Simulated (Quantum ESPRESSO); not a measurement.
Crystal: Nb.

```
Nb
1.0
    -1.66395    1.66395    1.66395
     1.66395   -1.66395    1.66395
     1.66395    1.66395   -1.66395
Nb
1
Direct
  0.00000 0.00000 0.00000
```

```yaml
Program: Quantum ESPRESSO 7.5
Task: phonons and electron-phonon coupling
Functional: PBE
Potentials_or_basis: GBRV 1.5 PBE
Cutoff: 612 eV
Density_cutoff: 4898 eV
k_mesh: 8 × 8 × 8
Occupations: methfessel-paxton, width 0.272 eV
Spin: no spin polarisation
Mixing_beta: 0.5
Most_SCF_iterations: 120
SCF_threshold: 2e-10 Ry
q_mesh: 4 × 4 × 4
```

The cell and the atoms were relaxed first, to 18.13 Å³/atom (a = 2.866 Å, b = 2.866 Å, c = 2.866 Å, α = 109.47°, β = 109.47°, γ = 109.47°), and the response was taken there.

Question: Is this structure dynamically stable at this level, and how far does the spectrum reach?

Answer: Probably: the only imaginary values, down to 15i cm⁻¹ near q = (0.06, -0.06, 0.06), are small enough to come from the interpolation. The highest frequency is 220 cm⁻¹.

Phonon frequencies at the corners of the path (cm⁻¹, interpolated; i marks imaginary ones):
| point | frequencies |
| --- | --- |
| Γ | 0 0 0 |
| H | 220 220 220 |
| N | 123 170 176 |
| P | 186 186 186 |

Phonon states per cell in windows of 20 cm⁻¹ (negative: imaginary):
| from (cm⁻¹) | total |
| --- | --- |
| -20 | 0.01 |
| 0 | 0.02 |
| 20 | 0.05 |
| 40 | 0.10 |
| 60 | 0.14 |
| 80 | 0.22 |
| 100 | 0.44 |
| 120 | 0.40 |
| 140 | 0.41 |
| 160 | 0.62 |
| 180 | 0.54 |
| 200 | 0.06 |

Caveat: the k mesh is coarse; the mesh is thin for the phonons of a metal; some modes are imaginary; the interpolated spectrum has imaginary branches, which spoil the λ, ω_log and α²F that the log prints; λ from interpolated matrix elements is rough: modes that symmetry makes equal can differ by tens of percent.
